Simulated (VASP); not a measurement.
## MgS: phonons with PBEsol

MgS:

```
S Mg
1.0
     4.03462    0.00000    0.00000
    -2.01731    3.49409    0.00000
     0.00000    0.00000    6.43229
S Mg
2 2
Direct
  0.66667 0.33333 0.87924
  0.33333 0.66667 0.37924
  0.33333 0.66667 0.99575
  0.66667 0.33333 0.49575
```

The cell comes from a database or a generator and needn't be the stable form of this composition.

```yaml
Program: VASP 6.6.1
Task: phonons
Functional: PBEsol
Potentials_or_basis: VASP PAW PBE potentials, release 64 (S, Mg)
Cutoff: 600 eV
k_mesh: 8 × 8 × 4
Occupations: gaussian, width 0.02 eV
Spin: no spin polarisation
Ladder: free
By_perturbation_theory: yes
Further_INCAR_settings: ALGO = Normal; EDIFF = 1e-08; IBRION = 8; NSW = 1
```

```json
{
 "Relaxed volume": "22.52 Å³/atom",
 "Relaxed cell": "a = 4.026 Å, b = 4.026 Å, c = 6.417 Å, α = 90.00°, β = 90.00°, γ = 120.00°",
 "Space group after relaxing (to 0.05 Å)": "P6_3mc (No. 186)",
 "Electronic dielectric tensor (diagonal)": "4.08, 4.08, 4.20",
 "Born charges (mean of the diagonal)": "S -1.91; Mg +1.91 e",
 "Highest phonon frequency at Γ, LO-TO splitting left out": "338 cm⁻¹"
}
```

Step by step:
```csv
step,energy change (eV),largest force (eV/Å),pressure (GPa),volume (Å³)
1,0.0000,0.0451,-0.38,90.68
2,-0.0011,0.0054,0.07,89.97
3,-0.0011,0.0098,0.02,90.04
4,-0.0011,0.0046,0.00,90.07
5,-0.0011,0.0015,-0.01,90.09
6,-0.0011,0.0013,-0.01,90.09
7,-0.0011,0.0004,-0.01,90.09
```

Final structure:
```
CELL_PARAMETERS angstrom
4.02621 0.00000 0.00000
-2.01311 3.48680 0.00000
0.00000 0.00000 6.41748
ATOMIC_POSITIONS crystal
S 0.66667 0.33333 0.87859
S 0.33333 0.66667 0.37859
Mg 0.33333 0.66667 0.99641
Mg 0.66667 0.33333 0.49641
```

Phonon frequencies in cm⁻¹ (negative: imaginary):
```csv
q point,frequencies
"(0.000, 0.000, 0.000)",0 0 0 85 85 261 317 326 334 334 338 338
```

Electronic dielectric tensor:
```
4.08 0.00 0.00
0.00 4.08 0.00
0.00 0.00 4.20
```

Born effective charge tensors (e):
atom 1, S
```
-1.88  0.00  0.00
 0.00 -1.88  0.00
 0.00  0.00 -1.96
```
atom 2, S
```
-1.88  0.00  0.00
 0.00 -1.88  0.00
 0.00  0.00 -1.96
```
atom 3, Mg
```
1.88 0.00 0.00
0.00 1.88 0.00
0.00 0.00 1.96
```
atom 4, Mg
```
1.88 0.00 0.00
0.00 1.88 0.00
0.00 0.00 1.96
```

Wall time 6.3 min on 4 MPI ranks on Intel(R) Xeon(R) Platinum 8259CL CPU @ 2.50GHz (Skylake/Cascade Lake) (shared host), peak memory 0.62 GiB a rank.

Caveat: the PAW data sets were made with another functional, which shifts forces and pressure a little.
